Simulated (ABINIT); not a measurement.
# A GW chain in ABINIT: BN (P6_3mc), part 3 of 3

How does a plane-wave GW calculation on BN (P6_3mc) run from the first input to the gap?

ABINIT 10.8.3; LDA and many-body steps on it, plane waves. Known limits of the many-body steps: not at the basis limit; coarse k mesh.

So far. Step 4 (Empty states on the mesh, 6×6×4 mesh, 609 bands): On this mesh the gap is 5.052 eV. Step 5 (Screening, 6×6×4 mesh, 601 bands, screening to 598.7 eV): Local fields lower ε∞ by 7 %. On a Γ-centred mesh this coarse the value itself is usually too large, while a short band sum pulls it down.

The database entry behind the starting cell has ideal inner coordinates that were not refined, so it need not match the best structure at ambient conditions.

## Step 6: Self-energy, 6×6×4 mesh, 601 bands, screening to 598.7 eV

The self-energy is evaluated for the states that the input lists, and the levels follow from it, in one-shot runs by the linearised quasiparticle equation.

This step: G0W0 on LDA, plane waves, norm-conserving pseudopotentials.

Contents of run.abi:

```
acell 3*1.0 Angstrom
rprim 
  2.536000000002 -0.000000000000 0.000000000000
  -1.268000000000 2.196240423999 0.000000000000
  0.000000000000 0.000000000000 4.199000000000
ntypat 2
znucl 5 7
natom 4
typat 1 1 2 2
xred 
  0.666666666667 0.333333333333 0.000000000000
  0.333333333333 0.666666666667 0.500000000000
  0.666666666667 0.333333333333 0.375000000000
  0.333333333333 0.666666666667 0.875000000000
pp_dirpath "pseudos"
pseudos "B.upf, N.upf"
ecut 36
ngkpt 6 6 4
nshiftk 1
shiftk 0 0 0
kptopt 1
chksymbreak 0
istwfk *1
occopt 1
irdwfk 1
optdriver 4
nband 601
gwcalctyp 0
ecutsigx 36
symsigma 1
nkptgw 6
kptgw 
  0.0000000000 0.0000000000 0.0000000000
  0.3333333333 0.3333333333 0.0000000000
  0.1666666667 0.0000000000 0.0000000000
  0.5000000000 0.0000000000 0.0000000000
  0.0000000000 0.0000000000 0.5000000000
  0.5000000000 0.0000000000 0.5000000000
bdgw 
  7 10
  7 11
  7 10
  7 10
  5 10
  7 10
ecuteps 22
irdscr 1
ppmodel 1
indata_prefix "in"
outdata_prefix "out"
tmpdata_prefix "tmp"
```

On the command line:

```bash
OMP_NUM_THREADS=1 mpirun -n 8 abinit run.abi > log
```

Numbers of over 12 decimals in the logs are rounded to 6 here.

The program printed:

```text
.Version 10.8.3 of ABINIT. v10.8.2 released Aug 2026.

 Symmetries : space group P6_3 m c (#186); Bravais hP (primitive hexag.)
[... echo of the input left out ...]
== DATASET  1 ==================================================================
-   mpi_nproc: 8, omp_nthreads: 1 (-1 if OMP is not activated)

--- !DatasetInfo
iteration_state: {dtset: 1, }
dimensions: {natom: 4, nkpt: 21, mband: 601, nsppol: 1, nspinor: 1, nspden: 1, mpw: 1677, }
cutoff_energies: {ecut:  36.0, pawecutdg:  -1.0, }
electrons: {nelect:   1.60000000E+01, charge:   0.00000000E+00, occopt:   1.00000000E+00, tsmear:   1.00000000E-02, }

 SIGMA: Calculation of the GW corrections

 Based on a program developped by R.W. Godby, V. Olevano, G. Onida, and L. Reining.
 Incorporated in ABINIT by V. Olevano, G.-M. Rignanese, and M. Torrent.
.Using double precision arithmetic ; gwpc =  8

[... cell and pseudopotentials left out ...]
--------------------------------------------------------------------------------

 ==== K-mesh for the wavefunctions ====
 Number of points in the irreducible wedge :    21
[... list of points left out ...]
 Together with 12 symmetry operations and time-reversal symmetry
 yields   144 points in the full Brillouin Zone.

 ==== Q-mesh for screening function ====
 Number of points in the irreducible wedge :    21
[... list of points left out ...]
 Together with 12 symmetry operations and time-reversal symmetry
 yields   144 points in the full Brillouin Zone.

 vcoul_init : cutoff-mode = AUXILIARY_FUNCTION
 q-points for optical limit:   1
     1)      0.000010    0.000020    0.000030
 setmesh: FFT mesh size selected  =    27x   27x   48
          total number of points  =        34992

 Number of electrons calculated from density =   16.0000; Expected =   16.0000
 average of density, n =  0.101379
 r_s =    1.3304
 omega_plasma =   30.7135 [eV]

 === KS Band Gaps ===
  >>>> For spin  1
   Minimum direct gap =   8.3337 [eV], located at k-point      :   0.1667  0.0000  0.0000
   Fundamental gap    =   5.0516 [eV], Top of valence bands at :   0.0000  0.0000  0.0000
                                       Bottom of conduction at :   0.3333  0.3333  0.0000
 SIGMA fundamental parameters:
 PLASMON POLE MODEL  1
 number of plane-waves for SigmaX                 1677
 number of plane-waves for SigmaC and W            761
 number of plane-waves for wavefunctions          1677
 number of bands                                   601
 number of independent spin polarizations            1
 number of spinorial components                      1
 number of k-points in IBZ                          21
 number of q-points in IBZ                          21
 number of symmetry operations                      12
 number of k-points in BZ                          144
 number of q-points in BZ                          144
 number of frequencies for dSigma/dE                 9
 frequency step for dSigma/dE [eV]                0.25
 number of omega for Sigma on real axis              0
 max omega for Sigma on real axis  [eV]           0.00
 zcut for avoiding poles [eV]                     0.10

 EPSILON^-1 parameters (SCR file):
 dimension of the eps^-1 matrix on file            761
 dimension of the eps^-1 matrix used               761
 number of plane-waves for wavefunctions          1677
 number of bands                                   601
 number of q-points in IBZ                          21
 number of frequencies                               2
 number of real frequencies                          1
 number of imag frequencies                          1

 matrix elements of self-energy operator (all in [eV])

 Perturbative Calculation

--- !SelfEnergy_ee
iteration_state: {dtset: 1, }
kpoint     : [   0.000,    0.000,    0.000, ]
spin       : 1
KS_gap     :    8.372
QP_gap     :   10.653
Delta_QP_KS:    2.281
data: !SigmaeeData |
     Band     E0 <VxcDFT>   SigX SigC(E0)      Z dSigC/dE  Sig(E)    E-E0       E
        7   8.288 -18.494 -22.214   2.231   0.824  -0.214 -19.721  -1.227   7.062
        8   8.288 -18.494 -22.214   2.231   0.824  -0.214 -19.721  -1.227   7.062
        9  16.661 -13.646  -6.988  -5.408   0.843  -0.186 -12.592   1.054  17.714
       10  16.661 -13.646  -6.988  -5.408   0.843  -0.186 -12.592   1.054  17.714

--- !SelfEnergy_ee
iteration_state: {dtset: 1, }
kpoint     : [   0.333,    0.333,    0.000, ]
spin       : 1
KS_gap     :   10.505
QP_gap     :   12.970
Delta_QP_KS:    2.465
data: !SigmaeeData |
     Band     E0 <VxcDFT>   SigX SigC(E0)      Z dSigC/dE  Sig(E)    E-E0       E
        7   2.835 -16.145 -21.465   3.341   0.815  -0.227 -17.758  -1.613   1.222
        8   2.835 -16.145 -21.465   3.341   0.815  -0.227 -17.758  -1.613   1.222
        9  13.340 -12.199  -6.615  -4.591   0.858  -0.166 -11.347   0.852  14.192
       10  21.776 -15.769  -7.521  -6.738   0.815  -0.227 -14.539   1.231  23.006
       11  21.776 -15.769  -7.521  -6.738   0.815  -0.227 -14.539   1.231  23.006

--- !SelfEnergy_ee
iteration_state: {dtset: 1, }
kpoint     : [   0.167,    0.000,    0.000, ]
spin       : 1
KS_gap     :    8.334
QP_gap     :   10.492
Delta_QP_KS:    2.158
data: !SigmaeeData |
     Band     E0 <VxcDFT>   SigX SigC(E0)      Z dSigC/dE  Sig(E)    E-E0       E
        7   7.431 -17.921 -21.704   2.252   0.824  -0.213 -19.183  -1.262   6.169
[...]
--- !SelfEnergy_ee
iteration_state: {dtset: 1, }
kpoint     : [   0.500,    0.000,    0.000, ]
spin       : 1
KS_gap     :    8.910
QP_gap     :   11.037
Delta_QP_KS:    2.127
data: !SigmaeeData |
     Band     E0 <VxcDFT>   SigX SigC(E0)      Z dSigC/dE  Sig(E)    E-E0       E
[...]
--- !SelfEnergy_ee
iteration_state: {dtset: 1, }
kpoint     : [   0.000,    0.000,    0.500, ]
spin       : 1
KS_gap     :   10.818
QP_gap     :   13.008
Delta_QP_KS:    2.190
data: !SigmaeeData |
     Band     E0 <VxcDFT>   SigX SigC(E0)      Z dSigC/dE  Sig(E)    E-E0       E
[...]
10  17.920 -14.588  -7.868  -5.675   0.835  -0.197 -13.715   0.872  18.793

--- !SelfEnergy_ee
iteration_state: {dtset: 1, }
kpoint     : [   0.500,    0.000,    0.500, ]
spin       : 1
KS_gap     :   10.204
QP_gap     :   12.469
Delta_QP_KS:    2.264
data: !SigmaeeData |
     Band     E0 <VxcDFT>   SigX SigC(E0)      Z dSigC/dE  Sig(E)    E-E0       E
        7   4.692 -17.031 -21.806   2.960   0.819  -0.221 -18.516  -1.486   3.206
        8   4.692 -17.031 -21.806   2.960   0.819  -0.221 -18.516  -1.486   3.206
        9  14.896 -13.387  -7.448  -5.021   0.848  -0.180 -12.609   0.778  15.675
       10  14.896 -13.387  -7.448  -5.021   0.848  -0.180 -12.609   0.778  15.675

== END DATASET(S) ==============================================================
================================================================================

 -outvars: echo values of variables after computation  --------
           etotal      0.0000000000E+00
            nband         601
             nkpt          21
          spgroup         186
 [... the other variables as echoed above ...]

 Calculation completed.
```

Elapsed: 31 min, on 8 MPI ranks of Arm Neoverse V1, shared host; peak memory 9.9 GiB.

This step gave:

* G0W0 gap on the mesh: 7.13 eV
* starting gap on the mesh: 5.052 eV
* k of the valence top: 0, 0, 0
* k of the conduction bottom: 0.3333, 0.3333, 0
* Z at the valence top: 0.824
* Z at the conduction bottom: 0.858
* least direct G0W0 gap on the computed points: 10.49 eV

The gap on the mesh goes from 5.05 eV to 7.13 eV, a correction of +2.08 eV.

Limits: finite bands, cutoff and mesh; coarse k mesh. v1 is the top filled band, c1 the lowest empty one. Levels before and after the correction, in eV, zero at the valence-band top of each column:

```tsv
	conduction bottom	valence top
Kohn-Sham	5.05	0.00
G0W0	7.13	0.00
```

```tsv
	level	energy (eV)
Kohn-Sham	Γ v2-v1	0.000
Kohn-Sham	Γ c1-c2	8.372
Kohn-Sham	(0.333 0.333 0) v2-v1	-5.453
Kohn-Sham	(0.333 0.333 0) c1	5.052
Kohn-Sham	(0.333 0.333 0) c2-c3	13.487
G0W0	Γ v2-v1	0.000
G0W0	Γ c1-c2	10.652
G0W0	(0.333 0.333 0) v2-v1	-5.840
G0W0	(0.333 0.333 0) c1	7.130
G0W0	(0.333 0.333 0) c2-c3	15.944
```

## Step 7: Where the time went

Times are wall times on 8 MPI ranks of Arm Neoverse V1, shared host, good to a factor of about two.

```tsv
step	time	share	memory (GiB)
ground state	5.9 s	0 %	0.48
bands along the symmetry lines	5.9 s	0 %	0.46
empty states on the mesh	19 s	0 %	1.7
screening	34 min	52 %	5.9
self-energy	31 min	47 %	9.9
```

## Step 8: What came out

```yaml
lda_gap: 5.05 eV, indirect
g0w0_gap_on_the_mesh: 7.13 eV
gw_settings: 6×6×4 mesh, 601 bands, screening to 598.7 eV, Godby-Needs plasmon pole
known_limits: not at the basis limit; coarse k mesh
```

What this shows: G0W0 moves the gap on the mesh from 5.05 eV to 7.13 eV (+2.08 eV), with Z of 0.82 and 0.86 at the edges. Local fields lower the RPA ε∞ on this mesh from 4.74 to 4.38; a Γ-centred mesh this coarse tends to raise both, most where the direct gap is narrow, while a short band sum lowers them. Bands and cutoff are finite, so the gap is not at the basis limit. The miss can reach some tenths of an eV and take either sign; the mesh is an error of its own. The 6×6×4 mesh is coarse for this cell, which bears on the long-range parts of exchange and screening.

[Paths, hosts, dates, memory and timing lines, banners, echoed tables and standing remarks are left out of the program output.]

[Logs are printed without paths, hosts, clocks, repeated set-up lines and the standing remarks that a program may print on its own settings, such as how far it seeks lower states.]

[Runs of the session that timed out or met a known fault of the program may be left out.]

[Hosts, paths, dates, database ids (printed as entryN), source tags and the programs' standing remarks are cut or masked in the printed files.]

[G0W0 gaps are taken among the corrected bands and points alone; a level outside them can change the order at an edge.]

[Where Ansatz stands beside ABINIT at settings called matched, ABINIT's density can come from a denser mesh and the files from another edition; pairs whose starting gaps differed by over 0.03 eV were left out, so agreement reads better than it is.]
